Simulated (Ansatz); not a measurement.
# C: the cost of one run

Method: DFT PBE, scalar-relativistic, plane waves, PAW, in Ansatz 0.2.0.

The COD entry's cell or inner coordinates are ideal or old and differ from later refinements, so a difference from it is no clean test against experiment.

## Step 1: Starting point

The structure is hexagonal, space group P6_3mc (No. 186). The conventional cell has a = 2.470 Å, b = 2.470 Å, c = 6.790 Å, α = 90.00°, β = 90.00°, γ = 120.00°. Around C (site symmetry 3m) lie 3 C at 1.43 Å.

Coordinates:

```cif
data_structure
_symmetry_space_group_name_H-M 'P6_3mc'
_symmetry_Int_Tables_number 186
_cell_length_a 2.4700
_cell_length_b 2.4700
_cell_length_c 6.7900
_cell_angle_alpha 90.000
_cell_angle_beta 90.000
_cell_angle_gamma 120.000
_cell_volume 35.88
loop_
_atom_site_label
_atom_site_type_symbol
_atom_site_symmetry_multiplicity
_atom_site_Wyckoff_symbol
_atom_site_fract_x
_atom_site_fract_y
_atom_site_fract_z
_atom_site_occupancy
C1 C 2 a 0.00000 0.00000 0.00000 1
C2 C 2 b 0.66667 0.33333 0.99500 1
```

The runs take a perfect supercell of 48 atoms; the defect goes to fractional position (0.000, 0.000, 0.000).

## Step 2: The perfect supercell

input.yaml

```yaml
crystal:
  lattice:
    - [3.705, -2.139083, -6.79]
    - [3.705, -2.139083, 6.79]
    - [-7.41, -4.278165, 0.0]
  atoms:
    - { symbol: C, position: [0.0, 0.0, 0.0] }
    - { symbol: C, position: [0.5, 0.5, 0.0] }
    - { symbol: C, position: [0.666667, 0.666666, 0.833333] }
    - { symbol: C, position: [0.166667, 0.166666, 0.833333] }
    - { symbol: C, position: [0.333333, 0.333334, 0.666667] }
    - { symbol: C, position: [0.833333, 0.833334, 0.666667] }
    - { symbol: C, position: [0.0, 0.0, 0.5] }
    - { symbol: C, position: [0.5, 0.5, 0.5] }
    - { symbol: C, position: [0.666667, 0.666666, 0.333333] }
    - { symbol: C, position: [0.166667, 0.166666, 0.333333] }
    - { symbol: C, position: [0.333333, 0.333334, 0.166667] }
    - { symbol: C, position: [0.833333, 0.833334, 0.166667] }
    - { symbol: C, position: [0.75, 0.25, 0.0] }
    - { symbol: C, position: [0.25, 0.75, 0.0] }
    - { symbol: C, position: [0.416667, 0.916666, 0.833333] }
    - { symbol: C, position: [0.916667, 0.416666, 0.833333] }
    - { symbol: C, position: [0.083333, 0.583334, 0.666667] }
    - { symbol: C, position: [0.583333, 0.083334, 0.666667] }
    - { symbol: C, position: [0.75, 0.25, 0.5] }
    - { symbol: C, position: [0.25, 0.75, 0.5] }
    - { symbol: C, position: [0.416667, 0.916666, 0.333333] }
    - { symbol: C, position: [0.916667, 0.416666, 0.333333] }
    - { symbol: C, position: [0.083333, 0.583334, 0.166667] }
    - { symbol: C, position: [0.583333, 0.083334, 0.166667] }
    - { symbol: C, position: [0.164167, 0.169167, 0.0] }
    - { symbol: C, position: [0.664167, 0.669167, 0.0] }
    - { symbol: C, position: [0.830834, 0.835833, 0.833333] }
    - { symbol: C, position: [0.330834, 0.335833, 0.833333] }
    - { symbol: C, position: [0.4975, 0.502501, 0.666667] }
    - { symbol: C, position: [0.9975, 0.002501, 0.666667] }
    - { symbol: C, position: [0.164167, 0.169167, 0.5] }
    - { symbol: C, position: [0.664167, 0.669167, 0.5] }
    - { symbol: C, position: [0.830834, 0.835833, 0.333333] }
    - { symbol: C, position: [0.330834, 0.335833, 0.333333] }
    - { symbol: C, position: [0.4975, 0.502501, 0.166667] }
    - { symbol: C, position: [0.9975, 0.002501, 0.166667] }
    - { symbol: C, position: [0.580833, 0.085833, 0.0] }
    - { symbol: C, position: [0.080833, 0.585833, 0.0] }
    - { symbol: C, position: [0.2475, 0.752499, 0.833333] }
    - { symbol: C, position: [0.7475, 0.252499, 0.833333] }
    - { symbol: C, position: [0.914166, 0.419167, 0.666667] }
    - { symbol: C, position: [0.414166, 0.919167, 0.666667] }
    - { symbol: C, position: [0.580833, 0.085833, 0.5] }
    - { symbol: C, position: [0.080833, 0.585833, 0.5] }
    - { symbol: C, position: [0.2475, 0.752499, 0.333333] }
    - { symbol: C, position: [0.7475, 0.252499, 0.333333] }
    - { symbol: C, position: [0.914166, 0.419167, 0.166667] }
    - { symbol: C, position: [0.414166, 0.919167, 0.166667] }
basis:
  ecutwfc: 420
  fft_grid_basis: typed
kpoints:
  mp_grid: { grid: [2, 2, 2] }
hamiltonian:
  xc: pbe
  pseudopotentials: { kind: paw }
scf:
  occupations: { method: gaussian, width: 0.05 }
output:
  forces: true
  stress: false
  eigenvalues: true
  bader: false
  write_density: true
  volumetric_format: npy
```

Command:

```sh
> ansatz run input.yaml --threads 4 --pin off --max-ram 10240MiB --backend cpu --events-out ev --progress --plain --runs-dir out
```

**Question.** How long does this run take on 4 threads of Arm Neoverse V2, shared host, and how much memory does it need?

About 5.2 s, with a peak of 1.6 GiB.
